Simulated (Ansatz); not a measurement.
# AlP (F-43m): a single-point run

Wanted: a converged single-point run for AlP (F-43m), and a check of what comes out. The structure is shown as the input types it.

The COD entry's cell or inner coordinates are ideal or old and differ from later refinements, so a difference from it is no clean test against experiment.

Method: DFT PBE, scalar-relativistic, plane waves, PAW, in Ansatz 0.2.0.

1 further run of the same task is left out (it didn't finish). Runs told in other sessions of the task aren't counted.

## 1. Starting point

It takes space group F-43m (No. 216, cubic). Conventional cell: a = 10.408 Å, b = 10.408 Å, c = 10.408 Å, α = 90.00°, β = 90.00°, γ = 90.00°.

Structure file:

```cif
data_structure
_symmetry_space_group_name_H-M 'P 1'
_symmetry_Int_Tables_number 1
_cell_length_a 7.3597
_cell_length_b 7.3597
_cell_length_c 7.3597
_cell_angle_alpha 60.000
_cell_angle_beta 60.000
_cell_angle_gamma 60.000
_cell_volume 281.88
loop_
_atom_site_label
_atom_site_type_symbol
_atom_site_fract_x
_atom_site_fract_y
_atom_site_fract_z
_atom_site_occupancy
Al1 Al 0.00000 0.00000 0.00000 1
P1 P 0.75000 0.75000 0.75000 1
```

## 2. Running it

File input.yaml:

```yaml
crystal:
  lattice:
    - [0.0, 5.2040903, 5.2040903]
    - [5.2040903, 0.0, 5.2040903]
    - [5.2040903, 5.2040903, 0.0]
  atoms:
    - { symbol: Al, position: [0.0, 0.0, 0.0] }
    - { symbol: P, position: [0.75, 0.75, 0.75] }
basis:
  ecutwfc: 420
  ecutrho_ratio: 4
kpoints:
  mp_grid: { grid: [10, 10, 10] }
hamiltonian:
  xc: pbe
scf:
  occupations: { method: gaussian, width: 0.05 }
  max_iter: 50
output:
  forces: true
  stress: true
```

On the command line:

```console
$ ansatz run input.yaml --threads 2 --pin off --max-ram 2662MiB --backend cpu --events-out ev --progress --plain --runs-dir out
```

Q: Will this input give a usable result? If not, why, and what should change?

The run converged and reported no error. Convergence says nothing about whether the input makes sense.

The structure is inflated by the factor 1.89 between bohr and ångström. The shortest distance in the input is 4.51 Å, between atoms 1 (Al) and 2 (P).

The cure: convert the lengths to the unit that the input reads.
